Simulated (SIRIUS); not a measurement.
Os:

```xyz
1
Lattice="0.0000 1.9450 1.9450 1.9450 0.0000 1.9450 1.9450 1.9450 0.0000" Properties=species:S:1:pos:R:3 pbc="T T T"
Os    0.0000    0.0000    0.0000
```

This isn't the form of Os at room conditions, which is hcp.

| Property | Result |
| --- | --- |
| Program | SIRIUS 7.10.0 |
| Task | single point |
| Functional | PBE |
| Potentials or basis | PseudoDojo 0.4.1 PBE standard (scalar relativistic) |
| Cutoff | 1030 eV |
| Density cutoff | 4119 eV |
| k mesh | 12 × 12 × 12 |
| Occupations | fermi-dirac, width 0.05 eV |
| Spin | no spin polarisation |

On this cell: pressure -10.5 GPa; band gap on the k mesh none (metal or under the smearing width).

The same run follows on a disturbed copy (cell strained at random at fixed volume):

```
CELL_PARAMETERS angstrom
0.03202 1.94743 1.94431
1.93066 0.01867 1.95766
1.95368 1.98379 -0.00434
ATOMIC_POSITIONS crystal
Os 0.98977 0.99974 0.99869
```

Problem. What does the disturbed cell give?

Solution. The energy (extrapolated to zero smearing) moves by +15.3 meV/atom; pressure -10.1 GPa; band gap on the k mesh none (metal or under the smearing width).

Stress tensor (GPa, compression positive):
```
 -6.85  -9.04  -1.47
 -9.04 -11.72   2.66
 -1.47   2.66 -11.76
```
